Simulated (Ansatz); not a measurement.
# MoP: the cost of one run

Computed with Ansatz 0.2.0, driven from Python. Level of theory: DFT PBE, all-electron LAPW.

## (1) The system

The structure is hexagonal, space group P-6m2 (No. 187). Conventional cell: a = 3.223 Å, b = 3.223 Å, c = 3.191 Å, α = 90.00°, β = 90.00°, γ = 120.00°. Mo (site symmetry -6m2) is surrounded by 6 P at 2.45 Å. P (site symmetry -6m2) is surrounded by 6 Mo at 2.45 Å.

The script holds or builds the structure itself.

## (2) Script

File eos_lapw_mop.py:

```python
"""E(V) of MoP on LAPW."""

import ansatz as az
from ase.eos import EquationOfState
from ase.units import GPa
import numpy as np

vectors0 = np.array([
    [3.223, 0.0, 0.0],
    [-1.6115, 2.7912, 0.0],
    [0.0, 0.0, 3.191],
])
sites = [
    ("Mo", [0.0, 0.0, 0.0]),
    ("P", [1 / 3, 2 / 3, 0.5]),
]


def build(cell):
    crystal = az.Crystal(lattice=az.Lattice.of(cell))
    for symbol, position in sites:
        crystal = crystal.atom(symbol, position)
    return crystal

volumes, energies = [], []
for scale in np.linspace(0.94, 1.06, 5):
    cell = vectors0 * scale ** (1 / 3)
    job = (
        build(cell).calculation()
        .scf(extra_bands=2)
        .functional("pbe")
        .occupations("Marzari-Vanderbilt", width=50 * az.meV)
        .mixing("msr1")
        .kpoints(12, 12, 11)
        .pseudopotentials("all_electron", lapw=True)
    )
    r = job.run(threads=1, pin="off").report
    volumes.append(abs(np.linalg.det(cell)) / len(sites))
    energies.append(r["free_energy_ev"] / len(sites))
    print(f"{scale:.3f} {volumes[-1]:9.4f} A^3/atom {energies[-1]:16.5f} eV/atom  (estimated basis error {1000 * r['lapw_basis_errors']['total_ev_per_atom']:.2f} meV/atom)")
v0, e0, bulk = EquationOfState(volumes, energies, eos="birchmurnaghan").fit()
print(f"V0 = {v0:.4f} A^3/atom, B0 = {bulk / GPa:.1f} GPa")
```

## (3) The calls as engine input

The package turns the script's settings into the engine's input (first run):

```yaml
crystal:
  lattice:
    - [3.1572060283902545, 0.0, 0.0]
    - [-1.5786030141951273, 2.734220746646875, 0.0]
    - [0.0, 0.0, 3.125859272911357]
  atoms:
    - { symbol: Mo, position: [0.0, 0.0, 0.0] }
    - { symbol: P, position: [0.3333333333333333, 0.6666666666666666, 0.5] }
kpoints:
  mp_grid:
    grid: [12, 12, 11]
hamiltonian:
  xc: pbe
  pseudopotentials:
    kind: all_electron
    lapw: {}
scf:
  n_extra_bands: 2
  mixing:
    algorithm: msr1
  occupations:
    method: cold
    width: 0.05
```

## (4) Running it

The run is started by

```console
$ python eos_lapw_mop.py
```

What time and memory should one allow on 1 thread of Arm Neoverse V1, shared host?

About 2.9 min, with a peak of 0.51 GiB.
